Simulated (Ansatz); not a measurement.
## A series in space group F-43m

All 4 crystals share space group F-43m (No. 216) and the same kinds of sites, 2 atoms in the primitive cell. They are database entries and needn't be the stable phases. The set is a selection: crystals with gaps under 0.25 eV or edges off the refined points were left out. Cells are relaxed by PAW under the functional.

Quantity: Kohn-Sham band edges (the gap between refined extrema, the direct gap on the fine mesh). Level: PBEsol, all-electron LAPW in Ansatz 0.2.0, scalar-relativistic.

```
crystal  cell (conventional)  fine k mesh  smearing (eV)
    InP          a = 5.878 Å     12×12×12           none
    BeS          a = 4.838 Å     14×14×14           none
    CdS          a = 5.825 Å     12×12×12           none
   BeSe          a = 5.128 Å     14×14×14           none
```

**Question.** Rank them by least direct gap, lowest first.
A. InP
B. BeS
C. BeSe
D. CdS

**Answer.** A (0.56 eV), D (1.01 eV), C (4.29 eV), B (5.57 eV).

All values:

```tsv
crystal	gap (eV)	least direct gap (eV)	electron conductivity mass (mₑ)	ε∞ without local fields (PAW)
InP	0.56	0.56	0.045	12.18
BeS	2.91	5.57	0.357	5.89
CdS	1.01	1.01	0.112	6.84
BeSe	2.46	4.29	0.338	6.62
```

Known limits: no spin-orbit coupling on heavy atoms (InP, CdS, BeSe); semilocal gaps are low, and light masses and ε∞ follow the gap.
